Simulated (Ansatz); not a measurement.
The system is ZnS (Wurtzite-6H).

```xyz
12
Lattice="3.8120 0.0000 0.0000 -1.9060 3.3013 0.0000 0.0000 0.0000 18.6900" Properties=species:S:1:pos:R:3 pbc="T T T"
Zn    0.0000    2.2009   15.5749
Zn    1.9060    1.1004    6.2299
Zn    1.9060    1.1004   12.4601
Zn    0.0000    2.2009    3.1151
Zn    0.0000    0.0000    9.3450
Zn    0.0000    0.0000    0.0000
S     0.0000    2.2009   17.9112
S     1.9060    1.1004    8.5662
S     1.9060    1.1004   14.7963
S     0.0000    2.2009    5.4513
S     0.0000    0.0000   11.6812
S     0.0000    0.0000    2.3362
```

| Item | Value |
| --- | --- |
| Program | Ansatz 0.2.0 |
| Task | relaxation of cell and atoms |
| Functional | PBEsol |
| Dispersion | D3(BJ) |
| Potentials or basis | Ansatz PAW |
| Cutoff | 420 eV (not typed: the program's choice for these potentials) |
| k mesh | 8 × 8 × 2 |
| Occupations | fermi-dirac, width 0.05 eV |
| Spin | no spin polarisation |

At the start: volume 19.60 Å³/atom.

Task: How do energy, volume and symmetry change on relaxing?

Result: It ends after 5 steps and the volume is 18.69 Å³/atom (-4.6 %); space group P6_3mc (No. 186, to 0.05 Å).

Step by step:
```csv
step,energy change (eV),largest force (eV/Å),volume (Å³)
1,0.0000,0.0258,235.20
2,-0.1116,0.0102,228.45
3,-0.1331,0.0034,223.91
4,-0.1331,0.0012,224.27
5,-0.1289,0.0012,224.27
```

Final structure:
```cif
data_structure
_symmetry_space_group_name_H-M 'P 1'
_symmetry_Int_Tables_number 1
_cell_length_a 3.7505
_cell_length_b 3.7505
_cell_length_c 18.4103
_cell_angle_alpha 90.000
_cell_angle_beta 90.000
_cell_angle_gamma 120.000
_cell_volume 224.27
loop_
_atom_site_label
_atom_site_type_symbol
_atom_site_fract_x
_atom_site_fract_y
_atom_site_fract_z
_atom_site_occupancy
Zn1 Zn 0.33333 0.66667 0.83330 1
Zn2 Zn 0.66667 0.33333 0.33330 1
Zn3 Zn 0.66667 0.33333 0.66685 1
Zn4 Zn 0.33333 0.66667 0.16685 1
Zn5 Zn 0.00000 0.00000 0.50004 1
Zn6 Zn 0.00000 0.00000 0.00004 1
S1 S 0.33333 0.66667 0.95811 1
S2 S 0.66667 0.33333 0.45811 1
S3 S 0.66667 0.33333 0.79161 1
S4 S 0.33333 0.66667 0.29161 1
S5 S 0.00000 0.00000 0.62508 1
S6 S 0.00000 0.00000 0.12508 1
```

Caveat: the plane-wave basis is chosen anew once the cell has moved, so the energies of steps on either side of that aren't comparable; the PAW data sets come from PBE, with cores solved anew for the run's functional, which leaves a small shift of forces and pressure.
